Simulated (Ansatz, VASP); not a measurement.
HfO2 in VASP and in Ansatz

```
Hf O
1.0
     3.55802    0.00000    0.00000
     0.00000    3.55802    0.00000
     0.00000    0.00000    5.17186
Hf O
2 4
Direct
  0.00000 0.00000 0.00000
  0.50000 0.50000 0.50000
  0.00000 0.50000 0.19721
  0.50000 0.00000 0.30279
  0.50000 0.00000 0.80279
  0.00000 0.50000 0.69721
```

Measurements of this composition are mostly on another form, of space group No. 14.

Alike in both runs: functional PBEsol; k mesh 8 × 8 × 5; occupations fermi-dirac, width 0.05 eV; no spin polarisation.

|  | VASP | Ansatz |
| --- | --- | --- |
| version | VASP 6.6.1 | Ansatz 0.2.0 |
| potentials or method | VASP PAW PBE potentials, release 64 (Hf_pv, O) | Ansatz PAW |
| plane-wave cutoff (eV) | 520 | 420 |
| valence electrons in the cell | 44 | 76 |
| task | single point | band structure |

Ansatz gave:

- gap on the k mesh at the Fermi level (eV): 4.65
- least direct gap on the mesh (eV): 4.72
- pressure (GPa): 1.9
- largest component of the traceless stress (GPa): 0.47
- rms of the force components (eV/Å): 0.043

Task: Which values does VASP return?

Result: gap on the k mesh at the Fermi level (eV): 4.64; least direct gap on the mesh (eV): 4.71; pressure (GPa): -1.4; largest component of the traceless stress (GPa): 0.44; rms of the force components (eV/Å): 0.029.

Atom by atom the forces differ by 0.014 eV/Å (rms over components). The two sets of potentials don't hold the same shells in valence.

Caveats: spin-orbit coupling is left out, which moves the levels of the heavy elements; the PAW data sets were made with another functional, which shifts forces and pressure a little (VASP); an odd mesh through Γ misses points on the zone boundary, where band edges often lie (VASP); the pressure holds a Pulay correction of +0.8 GPa for the finite cutoff (Ansatz); the PAW data sets come from PBE, with cores solved anew for the run's functional, which leaves a small shift of forces and pressure (Ansatz).
